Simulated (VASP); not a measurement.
Set up this calculation in VASP 6.6.1, as the native input.

```yaml
Task: Born charges and dielectric tensor
Functional: PBE
Potentials_or_basis: VASP PAW PBE potentials, release 64 (Zn, S)
Cutoff: 600 eV
k_mesh: 10 × 10 × 10
Occupations: gaussian, width 0.02 eV
Spin: no spin polarisation
Further_INCAR_settings: ALGO = Normal; EDIFF = 1e-08; IBRION = 8; NSW = 1
```

The structure of ZnS lies in POSCAR:

```
ZnS
1.0
    0.0000000000      2.7235400000      2.7235400000
    2.7235400000      0.0000000000      2.7235400000
    2.7235400000      2.7235400000      0.0000000000
Zn S
1 1
Direct
    0.0000000000      0.0000000000      0.0000000000
    0.7500000000      0.7500000000      0.7500000000
```

The cell is a database's computed one.

One way to write it, as run:

INCAR

```
SYSTEM = ZnS
PREC = Accurate ; ENCUT = 600
EDIFF = 1E-8 ; ISMEAR = 0
SIGMA = 0.02 ; LREAL = .False.
LASPH = .True. ; NELM = 60
ALGO = Normal ; ISIF = 2
LWAVE = .False. ; LCHARG = .False.
GGA = PE ; LEPSILON = .True.
IBRION = 8 ; NSW = 1
```

KPOINTS

```
regular mesh
0
Gamma
  10 10 10
  0 0 0
```

Potentials or basis: VASP PAW PBE potentials, release 64 (Zn, S).

Command:

```console
$ cat potpaw_PBE.64/Zn/POTCAR potpaw_PBE.64/S/POTCAR > POTCAR
$ mpirun -np 1 vasp_std > vasp.out
```

Results of the run:

* Band gap on the k mesh: 2.01 eV, direct
* Electronic dielectric tensor (diagonal): 5.95
* Born charges (mean of the diagonal): Zn +2.04; S -2.04 e
* Highest phonon frequency at Γ, LO-TO splitting left out: 261 cm⁻¹

Run time: 7.4 min on 1 thread of Intel(R) Xeon(R) Platinum 8488C (Sapphire Rapids) (shared host), peak memory 0.41 GiB.
